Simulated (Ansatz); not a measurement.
Clean, relaxed (100) surface of Cu, space group Fm-3m (No. 225) (top face towards +c; atoms held fixed, by place in the list: 1, 2):

```xyz
5
Lattice="2.5197 0.0000 0.0000 0.0000 2.5197 0.0000 0.0000 0.0000 24.1267" Properties=species:S:1:pos:R:3 pbc="T T T"
Cu    1.2598    1.2598    8.5000
Cu    0.0000    0.0000   10.2817
Cu    1.2598    1.2598   12.0643
Cu    0.0000    0.0000   13.8508
Cu    1.2598    1.2598   15.5750
```

Computed with Ansatz, DFT PBEsol, scalar-relativistic, plane waves, PAW. Settings: cutoff 420 eV, Γ-centred mesh 11×11×1 on the computed 5-atom cell, Gaussian smearing of 0.10 eV; no spin polarisation. A dipole correction removes the field between periodic images along c.

N (atom) is put at the hollow (over Cu) at (0.00, 0.00) site, one adsorbate per 6.3 Å², and relaxed. The adsorption energy is E(slab + adsorbate) − E(slab) − E(free adsorbate, spin-polarised where open-shell). Heights count from the highest slab atom after relaxation. Bonded neighbours lie within 1.25 times the sum of covalent radii (1.35 for H) and, on that scale, within 12 % of the closest. With the adsorbate the cell is lengthened along c to keep the vacuum.

(1) How strongly does it bind, and where does its anchoring atom end?

(2) How high does its anchoring atom sit over the highest slab atom, and what is the shortest contact with the surface?

(3) The clean face has a work function of 4.63 eV. How does the adsorbate change it?

Each end is the local minimum or symmetric point that its start leads to. The slab is only 7.1 Å thick, so the energies aren't converged with thickness.

The adsorbed runs have no spin polarisation, so weakly bound open-shell ends lie too high.

## Answers

(1) -3.48 eV; at (0.00, 0.00), 4 bonded neighbours (Cu).

(2) 0.55 Å; N–Cu 1.86 Å.

(3) By +1.46 eV.